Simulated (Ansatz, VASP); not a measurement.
# Two plane-wave programs on AlRu

```
Al Ru
1.0
     3.00408    0.00000    0.00000
     0.00000    3.00408    0.00000
     0.00000    0.00000    3.00408
Al Ru
1 1
Cartesian
  0.0000 0.0000 0.0000
  1.5020 1.5020 1.5020
```

Alike in both runs: functional PBE; k mesh 14 × 14 × 14; occupations gaussian, width 0.1 eV; no spin polarisation.

Ansatz relaxed the structure, and its values are those at the end. VASP's run is a single point on that final structure, the one shown.

|  | VASP | Ansatz |
| --- | --- | --- |
| version | VASP 6.6.1 | Ansatz 0.2.0 |
| potentials or method | VASP PAW PBE potentials, release 64 (Al, Ru_pv) | scalar-relativistic, plane waves, PAW |
| plane-wave cutoff (eV) | 520 | 420 |
| valence electrons in the cell | 17 | 19 |

|  | VASP | Ansatz | Ansatz less VASP |
| --- | --- | --- | --- |
| gap on the k mesh at the Fermi level (eV) | none | none | - |
| pressure (GPa) | 0.0 | 0.0 | +0.02 |

A gap of «none» marks a metal or a gap that the smearing closes. The two sets of potentials don't hold the same shells in valence.
